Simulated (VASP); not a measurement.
# Li in VASP: a series of runs

Runs on Li. Level: PBE. Tasks: single point.

All numbers are computed with VASP 6.6.1; they aren't measurements. Logs are shortened: lines on timing, memory, paths and dates and some standing lists are left out, and cuts for length are marked.

## (1) Starting point

The cell holds a slab with vacuum, 17 atoms: a = 6.980 Å, b = 6.045 Å, c = 19.403 Å, α = 90.00°, β = 90.00°, γ = 54.74°.

The cell was built by a generator and needn't be a form met in nature.

## (2) Single point, PBE

The input, INCAR:

```
SYSTEM = Li
ALGO = Fast
EDIFF = 1E-6
ENCUT = 520
GGA = PE
ISIF = 2
ISMEAR = 0
LASPH = .TRUE.
LCHARG = .FALSE.
LREAL = Auto
LWAVE = .FALSE.
NBANDS = 40
NELM = 100
PREC = Accurate
SIGMA = 0.15
```

The input, KPOINTS:

```
k-points
0
G
  4 5 1
  0 0 0
```

The input, POSCAR:

```
Li
1.0
    6.9800000000      0.0000000000      0.0000000000
    3.4900000000      4.9356050000      0.0000000000
    0.0000000000      0.0000000000     19.4034080000
Li
17
Direct
   -0.2499999493      0.4999998987      0.0515372866
    0.2500000507      0.4999998987      0.0515372866
   -0.2500000000      1.0000000000      0.0515372866
    0.2500000000      1.0000000000      0.0515372866
    0.0004512678     -0.0016492406      0.1678444323
    0.5027126787     -0.0047153287      0.1722592753
    0.0028662799      0.4962743169      0.1686912423
    0.4995781793      0.4987273090      0.1740265937
   -0.2300002465      0.5005864529      0.2971902668
    0.2388993020      0.4810962385      0.2985258569
   -0.2422304915      1.0130437910      0.2928289195
    0.2472549868      0.9771097971      0.2930658882
    0.0225020860     -0.0361740861      0.4224717122
    0.5105935085     -0.0204663866      0.4058995719
    0.0052112270      0.4669632193      0.4370274541
    0.5208284101      0.4687838674      0.4119851008
    0.4262321232      0.8064168425      0.5305101042
```

Potentials or basis: VASP PAW PBE potentials, release 64 (Li_sv).

Started as:

```sh
$ cat potpaw_PBE.64/Li_sv/POTCAR > POTCAR
$ mpirun -np 1 vasp_std > vasp.out
```

OUTCAR:

```text
SYSTEM = Li
   EDIFF = 1E-6
   ENCUT = 520
   GGA = PE
   ISIF = 2
   ISMEAR = 0
   LASPH = .TRUE.
   LREAL = Auto
   NELM = 100
   PREC = Accurate

 ion  position               nearest neighbor table
   1  0.750  0.500  0.052-
   2  0.250  0.500  0.052-
   3  0.750  0.000  0.052-
   4  0.250  0.000  0.052-
   5  0.000  0.998  0.168-
   6  0.503  0.995  0.172-
[... 9 lines left out ...]
  16  0.521  0.469  0.412-
  17  0.426  0.806  0.531-

  LATTYP: Found a base centered orthorhombic cell.
 ALAT       =     6.9800000000
 B/A-ratio  =     1.4142134670
 C/A-ratio  =     2.7798578797

  Lattice vectors:

 A1 = (   3.4900000000,  -4.9356050000,   0.0000000000)
 A2 = (   3.4900000000,   4.9356050000,   0.0000000000)
 A3 = (   0.0000000000,   0.0000000000,  19.4034080000)

Analysis of symmetry for initial positions (statically):
=====================================================================
 Subroutine PRICEL returns:
 Original cell was already a primitive cell.

 Routine SETGRP: Setting up the symmetry group for a
 base centered orthorhombic supercell.

 Subroutine GETGRP returns: Found  1 space group operations
 (whereof  1 operations were pure point group operations)
 out of a pool of  8 trial point group operations.

The static configuration has the point symmetry C_1 .

Analysis of symmetry for dynamics (positions and initial velocities):
=====================================================================
 Subroutine PRICEL returns:
 Original cell was already a primitive cell.

 Routine SETGRP: Setting up the symmetry group for a
 base centered orthorhombic supercell.

 Subroutine GETGRP returns: Found  1 space group operations
 (whereof  1 operations were pure point group operations)
 out of a pool of  8 trial point group operations.

The dynamic configuration has the point symmetry C_1 .

 Subroutine INISYM returns: Found  1 space group operations
 (whereof  1 operations are pure point group operations),
 and found     1 'primitive' translations

----------------------------------------------------------------------------------------

                                     Primitive cell

[... 130 lines left out ...]
   EDIFFG = 0.1E-04   stopping-criterion for IOM
   NSW    =      0    number of steps for IOM
   IBRION =     -1    ionic relax: 0-MD 1-quasi-New 2-CG
   NFREE  =      0    steps in history (QN), initial steepest desc. (CG)
   ISIF   =      2    stress and relaxation
   ISYM   =      2    0-nonsym 1-usesym 2-fastsym
   POTIM  = 0.5000    time-step for ionic-motion
   TEBEG  =    0.0;   TEEND  =   0.0 temperature during run
   PSTRESS=    0.0 pullay stress
   NELECT =      51.0000    total number of electrons
   NUPDOWN=      -1.0000    fix difference up-down
   EMIN   =  10.00;   EMAX   =-10.00  energy-range for DOS
   EFERMI =   0.00;   METHOD = LEGACY
   ISMEAR =     0;   SIGMA  =   0.15  broadening in eV -4-tet -1-fermi 0-gaus
   EFERMI_NEDOS =   21; number of points for ismear=-14 and -15
   IALGO  =     68    algorithm
   IMIX   =      4    mixing-type and parameters
     AMIX     =   0.40;   BMIX     =  1.00
     AMIX_MAG =   1.60;   BMIX_MAG =  1.00
  volume/ion in A,a.u.               =      39.32       265.35
  Fermi-wavevector in a.u.,A,eV,Ry     =   0.694342  1.312117  6.559521  0.482111
  Thomas-Fermi vector in A             =   1.776809
   LORBIT       =      0    0 simple, 1 ext, 2 COOP (PROOUT), +10 PAW based schemes
   GGA     = PE    functional components
   LHFCALC =     F    Hartree Fock is set to
   AEXX    =    0.0000 exact exchange contribution
   IVDW    =     0    specifies the selected vdW correction
   LEPSILON=     F    determine dielectric tensor
   LRPA    =     F    only Hartree local field effects (RPA)
 non-spin polarized calculation
 RMM-DIIS sequential band-by-band and
 Gauss-broadening in eV      SIGMA  =   0.15
  energy-cutoff  :      520.00
  volume of cell :      668.46
 maximum number of plane-waves:     18039
 NGX is ok and might be reduce to    54
   NGX = 25   NGY = 23   NGZ = 73

 number of electron      51.0000003 magnetization

 Free energy of the ion-electron system (eV)
  ---------------------------------------------------
  ext. energy  EPLUGINS =         0.00000000
  ---------------------------------------------------
  free energy    TOTEN  =       -30.06337121 eV

  energy without entropy =      -29.96511474  energy(sigma->0) =      -30.01424298

 E-fermi :  -0.9522     XC(G=0):  -4.5652

 val. band max:       -0.9566664708   @ k =   0.0000   0.0000   0.0000
 cond. band min:      -0.9519642084   @ k =   0.5000   0.4000   0.0000
 fundamental gap:      0.0047022624
 Fermi energy:        -0.9521681463

 k-point     1 :       0.0000    0.0000    0.0000
  band No.  band energies     occupation
      1     -49.1049      2.00000
      2     -48.0041      2.00000
      3     -47.9190      2.00000
      4     -47.9112      2.00000
      5     -47.9071      2.00000
      6     -47.8968      2.00000
[... 429 lines left out ...]
     36       1.0821      0.00000
     37       1.4814      0.00000
 [bands above 37 left out]

------------------------ aborting loop because EDIFF is reached ----------------------------------------

  FORCE on cell =-STRESS in cart. coord.  units (eV):
  Direction    XX          YY          ZZ          XY          YZ          ZX
  --------------------------------------------------------------------------------------
  -------------------------------------------------------------------------------------
  Total       -1.9157350     -1.3968884     -0.1321323     -0.0423133      0.0497084      0.0096381
  in kB       -4.5916859     -3.3481002     -0.3166982     -0.1014177      0.1191425      0.0231009
  external PRESSURE =      -2.7521615 kB  Pullay stress =       0.0000000 kB

 VOLUME and BASIS-vectors are now :
 -----------------------------------------------------------------------------
  energy-cutoff  :      520.00
  volume of cell :      668.46
      direct lattice vectors                 reciprocal lattice vectors
     6.980000000  0.000000000  0.000000000     0.143266476 -0.101304703  0.000000000
     3.490000000  4.935605000  0.000000000     0.000000000  0.202609407  0.000000000
     0.000000000  0.000000000 19.403408000     0.000000000  0.000000000  0.051537338

 POSITION                                       TOTAL-FORCE (eV/Angst)
 -----------------------------------------------------------------------------------
      6.98000      2.46780      1.00000        -0.022871     -0.005216      0.007645
      3.49000      2.46780      1.00000         0.023593     -0.005061     -0.000372
      5.23500      0.00000      1.00000        -0.020023      0.003196     -0.009386
      1.74500      0.00000      1.00000         0.019137      0.004507     -0.013678
      3.48739      4.92746      3.25675         0.001533      0.005463      0.001835
      6.98248      4.91233      3.34242        -0.000703      0.004220      0.005946
[... 9 lines left out ...]
      5.27144      2.31373      7.99392        -0.006108     -0.013064      0.009360
      5.78950      3.98015     10.29370         0.003078      0.025445      0.023139
 -----------------------------------------------------------------------------------
    total drift:                                0.002516      0.008552     -0.005713

  FREE ENERGIE OF THE ION-ELECTRON SYSTEM (eV)
  ---------------------------------------------------
  free  energy   TOTEN  =       -30.0633712149 eV

  energy  without entropy=      -29.9651147421  energy(sigma->0) =      -30.01424298
```

OSZICAR:

```text
N       E                     dE             d eps       ncg     rms          rms(c)
DAV:   1     0.268298869246E+03    0.26830E+03   -0.24095E+04   976   0.112E+03
DAV:   2     0.455767626275E+02   -0.22272E+03   -0.21029E+03   960   0.307E+02
DAV:   3    -0.645155228628E+01   -0.52028E+02   -0.51132E+02  1592   0.837E+01
DAV:   4    -0.279354245293E+02   -0.21484E+02   -0.21267E+02  1712   0.704E+01
[... 12 lines left out ...]
RMM:  66    -0.300633674855E+02   -0.14194E-05   -0.15379E-05   872   0.852E-03    0.664E-03
RMM:  67    -0.300633686392E+02   -0.11537E-05   -0.13361E-05   856   0.820E-03    0.678E-03
RMM:  68    -0.300633696194E+02   -0.98023E-06   -0.11774E-05   846   0.798E-03    0.689E-03
RMM:  69    -0.300633704703E+02   -0.85086E-06   -0.10377E-05   846   0.774E-03    0.697E-03
RMM:  70    -0.300633712149E+02   -0.74467E-06   -0.91746E-06   857   0.755E-03
   1 F= -.30063371E+02 E0= -.30014243E+02  d E =-.982565E-01
```

stdout:

```text
POSCAR found type information on POSCAR Li
 POSCAR found :  1 types and      17 ions
 scaLAPACK will be used
 LDA part: xc-table for (Slater+PW92), standard interpolation
 -----------------------------------------------------------------------------
|                                                                             |
|           W    W    AA    RRRRR   N    N  II  N    N   GGGG   !!!           |
|           W    W   A  A   R    R  NN   N  II  NN   N  G    G  !!!           |
|           W    W  A    A  R    R  N N  N  II  N N  N  G       !!!           |
|           W WW W  AAAAAA  RRRRR   N  N N  II  N  N N  G  GGG   !            |
|           WW  WW  A    A  R   R   N   NN  II  N   NN  G    G                |
|           W    W  A    A  R    R  N    N  II  N    N   GGGG   !!!           |
|                                                                             |
|     Your reciprocal lattice and k-lattice belong to different lattice       |
|     classes:                                                                |
|                                                                             |
|        The reciprocal lattice is base centered orthorhombic,                |
|        whereas your k-lattice is simple monoclinic.                         |
|                                                                             |
|     Results are often still useful ...                                      |
|                                                                             |
 -----------------------------------------------------------------------------

 POSCAR, INCAR and KPOINTS ok, starting setup
 FFT: planning ... GRIDC
 FFT: planning ... GRID_SOFT
 FFT: planning ... GRID
 WAVECAR not read
 entering main loop
```

It took 25 min on 1 thread of Intel Xeon Platinum 8488C (Sapphire Rapids), shared host; peak memory 0.77 GiB.

What came out:

| Quantity | Value |
| --- | --- |
| Free energy | -30.0634 eV |
| Largest force | 0.035 eV/Å |
| Band gap on the k mesh | none (metal or under the smearing width) |

Forces on the atoms (eV/Å):
```
Li  -0.023 -0.005  0.008
Li   0.024 -0.005  0.000
Li  -0.020  0.003 -0.009
Li   0.019  0.005 -0.014
Li   0.002  0.005  0.002
Li  -0.001  0.004  0.006
Li  -0.002 -0.001  0.005
Li   0.001 -0.005  0.004
Li   0.004  0.003 -0.003
Li  -0.005  0.011 -0.003
Li   0.009 -0.003 -0.010
Li  -0.008 -0.009 -0.007
Li  -0.013 -0.004 -0.009
Li   0.011 -0.003 -0.003
Li   0.004 -0.009  0.002
Li  -0.006 -0.013  0.009
Li   0.003  0.025  0.023
```

Levels at points of the mesh, in eV from the Fermi level:
```tsv
k point	band 24	band 25	band 26	band 27	band 28	band 29
(0.00, 0.00, 0.00)	0.00	0.04	0.15	0.23	0.24	0.28
(0.50, 0.00, 0.00)	-0.27	-0.17	0.12	0.26	0.37	0.40
```

Caveat: the cutoff is under 1.25 times the usual one of these potentials, so pressure, stress and relaxed cells hold a basis-set (Pulay) error.

## (3) Single point, PBE

The input, INCAR:

```
SYSTEM = Li
ALGO     = Fast           ! electronic algorithm
EDIFF    = 1E-7           ! SCF threshold, eV
ENCUT    = 520            ! plane-wave cutoff, eV
GGA      = PE             ! functional
ISIF     = 2              ! what is computed and relaxed
ISMEAR   = 0              ! smearing method
LASPH    = .True.         ! aspherical terms in the spheres
LCHARG   = .False.        ! write CHGCAR
LREAL    = Auto         
LWAVE    = .False.        ! write WAVECAR
NBANDS   = 40             ! bands
NELM     = 100            ! most SCF steps
PREC     = Accurate       ! precision mode
SIGMA    = 0.15           ! smearing width, eV
```

The input, KPOINTS:

```
k-points
0
Gamma
  4 5 1
  0 0 0
```

The input, POSCAR:

```
Li
1.0
    6.9800000000      0.0000000000      0.0000000000
    3.4900000000      4.9356050000      0.0000000000
    0.0000000000      0.0000000000     19.4034080000
Li
17
Direct
   -0.2499999493      0.4999998987      0.0515372866
    0.2500000507      0.4999998987      0.0515372866
   -0.2500000000      1.0000000000      0.0515372866
    0.2500000000      1.0000000000      0.0515372866
   -0.0007285533      0.0003906309      0.1697697126
    0.5015688819     -0.0041222910      0.1727878422
    0.0018050713      0.4982795422      0.1668531116
    0.4978148391      0.4993691756      0.1732094692
   -0.2380029934      0.5093750412      0.2913003221
    0.2371341687      0.4847434104      0.2931691175
   -0.2426110551      1.0094782706      0.2977912437
    0.2411484858      0.9884044611      0.2981293286
    0.0092563299     -0.0092963274      0.4347221375
    0.4948032308      0.0022935385      0.4182409606
   -0.0131720112      0.4975165152      0.4237107213
    0.5051275685      0.4898941467      0.4008926679
    0.5816225558      0.6150431406      0.5299403589
```

Potentials or basis: VASP PAW PBE potentials, release 64 (Li_sv).

Started as:

```sh
$ cat potpaw_PBE.64/Li_sv/POTCAR > POTCAR
$ mpirun -np 1 vasp_std > vasp.out
```

It took 32 min on 1 thread of Intel Xeon Platinum 8488C (Sapphire Rapids), shared host; peak memory 0.76 GiB.

The run converged. Its results:

| Item | Value |
| --- | --- |
| Free energy | -30.0695 eV |
| Largest force | 0.038 eV/Å |
| Band gap on the k mesh | none (metal or under the smearing width) |

Forces in eV/Å, atoms in the order of the input:
```
Li  -0.029 -0.003 -0.009
Li   0.027 -0.002 -0.020
Li  -0.015  0.004  0.007
Li   0.013  0.002  0.005
Li   0.000  0.003 -0.001
Li  -0.001  0.006  0.003
Li   0.000 -0.003  0.005
Li   0.001 -0.002  0.002
Li   0.005  0.009 -0.010
Li  -0.009 -0.006 -0.010
Li   0.006 -0.015  0.004
Li  -0.006 -0.001  0.003
Li  -0.002  0.008  0.007
Li   0.003  0.015  0.007
Li   0.013  0.003 -0.011
Li   0.002  0.013 -0.005
Li  -0.007 -0.029  0.022
```

Levels at points of the mesh, in eV from the Fermi level:
| k point | band 24 | band 25 | band 26 | band 27 | band 28 | band 29 |
| --- | --- | --- | --- | --- | --- | --- |
| (0.00, 0.00, 0.00) | 0.00 | 0.05 | 0.15 | 0.24 | 0.25 | 0.26 |
| (0.50, 0.00, 0.00) | -0.26 | -0.18 | 0.12 | 0.26 | 0.38 | 0.39 |

Caveat: the cutoff is under 1.25 times the usual one of these potentials, so pressure, stress and relaxed cells hold a basis-set (Pulay) error.

(Continued in part 2 of 2.)
